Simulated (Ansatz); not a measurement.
**Li₂Se: do energies and stresses tell the same story?**

Computed with DFT r2SCAN, scalar-relativistic, plane waves, PAW in Ansatz 0.2.0.

Cutoff 500 eV; k points 8×8×8 on the computed 3-atom cell (Γ-centred); Gaussian smearing, width 0.02 eV; no spin polarisation.

Relaxed cell: Fm-3m, a = 5.987 Å, b = 5.987 Å, c = 5.987 Å, α = 90.00°, β = 90.00°, γ = 90.00°, 3 atoms in the primitive cell.

Energies at zero smearing and pressures from the stress tensor, at volumes with shape and atoms relaxed:
| V (Å³/atom) | E − E(first) (meV/atom) | P (GPa) |
| --- | --- | --- |
| 15.736 | 0.00 | 5.74 |
| 16.272 | -16.15 | 3.96 |
| 16.809 | -26.77 | 2.43 |
| 17.345 | -32.63 | 1.11 |
| 17.882 | -34.39 | -0.03 |
| 18.418 | -32.61 | -1.01 |
| 18.955 | -27.78 | -1.86 |
| 19.670 | -17.29 | -2.81 |

Check P = −dE/dV between neighbouring volumes, and get the bulk modulus from the pressures alone.

With 1 eV/Å³ = 160.2 GPa:
```csv
middle V (Å³/atom),−ΔE/ΔV (GPa),mean P (GPa)
16.004,4.823,4.846
16.541,3.171,3.191
17.077,1.750,1.767
17.613,0.526,0.540
18.150,-0.531,-0.519
18.686,-1.443,-1.433
19.312,-2.349,-2.334
```

The two differ by 0.02 GPa at most. The mean of two end pressures misses the average over a step by about ΔV² P″/12, up to 0.02 GPa here; with that taken off 0.00 GPa remains. Around V = 17.882 Å³/atom, the two neighbours give B = −V ΔP/ΔV = 17.882 × 2.12 / 1.073 = 35.3 GPa, against B0 = 35.3 GPa from the Birch–Murnaghan fit of the energies.

Cost: 9 runs of about 2.2 core-minutes in all, on Intel Xeon Processor @ 2.50GHz (Skylake/Cascade Lake) (shared hosts).